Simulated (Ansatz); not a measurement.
CoSi under changes of volume

One of the cells (10.758 Å³/atom); the others are scaled copies at fixed shape and fractional positions:

```
Co Si
1.0
     2.78133    0.00000    0.00000
     0.00000    2.78133    0.00000
     0.00000    0.00000    2.78133
Co Si
1 1
Direct
  0.00000 0.00000 0.00000
  0.50000 0.50000 0.50000
```

Measurements of this composition are mostly on another form, of space group No. 198.

```yaml
Program: Ansatz 0.2.0
Functional: HSE06
Potentials_or_basis: Ansatz PAW
Cutoff: "420 eV (not typed: the program's choice for these potentials)"
k_mesh: 6 × 6 × 6
Occupations: fermi-dirac, width 0.05 eV
Spin: collinear spin, ferromagnetic start
Starting_moments: "[2.0, 0.0] μB"
```

```csv
volume (Å³/atom),energy over the lowest point (meV/atom),pressure (GPa)
10.112,12.78,10.4
10.328,?,?
10.543,0.00,-0.2
10.758,2.94,-4.5
10.973,11.63,-8.5
11.188,25.51,-12.2
11.403,44.06,-15.4
```

Q: What does the run at 10.328 Å³/atom give?

A: Energy over the lowest point 2.77 meV/atom; pressure 4.6 GPa.

Worked out: A Birch-Murnaghan fit of order 3 (a polynomial in V^(-2/3)) to the other rows has its minimum at 10.54 Å³/atom with B0 = V·E''(V) = 223 GPa and B' = 3.0. It gives 3.03 meV/atom at 10.328 Å³/atom, against the run's 2.77, and -dE/dV = 4.7 GPa, against 4.6.

Energies are extrapolated to zero smearing.

Caveats: all runs use coarse meshes; the magnetic or orbital state may not be the lowest; the PAW data sets come from PBE, with cores solved anew for the run's functional, which leaves a small shift of forces and pressure; the thresholds are loose for stress.
